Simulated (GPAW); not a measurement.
The system is WS2, a slab with vacuum.

```
W S
1.0
     3.18352    0.00000    0.00000
    -1.59176    2.75701    0.00000
     0.00000    0.00000   16.95058
W S
1 2
Direct
  0.00000 0.00000 0.00000
  0.33333 0.66667 0.09200
  0.33333 0.66667 0.90800
```

```yaml
Program: GPAW 26.7.0
Task: single point
Functional: PBEsol
Potentials_or_basis: PAW data sets generated in the run's folder for this functional
Cutoff: 600 eV
Basis: pw
k_mesh: 10 × 10 × 2
Occupations: fermi-dirac, width 0.05 eV
Spin: no spin polarisation
```

On this cell: largest force 0.120 eV/Å; band gap on the k mesh 1.98 eV, indirect (least direct gap 2.14 eV).

The same run follows on a disturbed copy (atoms moved at random, drawn with an rms of 0.05 Å):

```
W S
1.0
     3.18352    0.00000    0.00000
    -1.59176    2.75701    0.00000
     0.00000    0.00000   16.95058
W S
1 2
Cartesian
  -0.0087 0.0026 -0.0399
  0.0322 1.8182 1.5743
  0.0073 1.8154 15.4044
```

**Question.** What changes?

**Answer.** The energy moves by +20.8 meV/atom; largest force 1.884 eV/Å; band gap on the k mesh 1.91 eV, indirect (least direct gap 2.12 eV).

Forces on the atoms (eV/Å):
```
W    0.568 -0.509  1.723
S   -0.369  0.205 -0.929
S   -0.199  0.304 -0.795
```

Stress tensor (GPa, compression positive):
```
-1.50  0.18 -0.32
 0.18 -1.13 -0.14
-0.32 -0.14 -0.36
```

Caveats: spin-orbit coupling is left out, which moves the levels of the heavy elements.

A k mesh can miss the band edges.
